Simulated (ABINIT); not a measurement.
TaN:

```xyz
2
Lattice="0.0000 2.2113 2.2113 2.2113 0.0000 2.2113 2.2113 2.2113 0.0000" Properties=species:S:1:pos:R:3 pbc="T T T"
Ta    2.2113    2.2113    2.2113
N     0.0000    0.0000    0.0000
```

The cell comes from a database or a generator and needn't be the stable form of this composition.

Program: ABINIT 10.8.3 (patched build). Alike in all runs: task single point; potentials or basis JTH PAW PBE v2.0; no spin polarisation; cell as given; k mesh 10 × 10 × 10; cutoff (eV) 844; smearing fermi-dirac 0.05 eV.

Task: Order these runs on this cell by their pressure, lowest first.
A. level AM05
B. level RPBE
C. level BLYP
D. level WC
E. level LDA

Result: E (-16.8 GPa), A (-12.3 GPa), D (-9.0 GPa), B (2.9 GPa), C (10.0 GPa).

Caveats: the highest band is partly filled, so the run has too few bands; the PAW data sets were made with another functional, which shifts forces and pressure a little.

Runs at the PBE level aren't shown here.
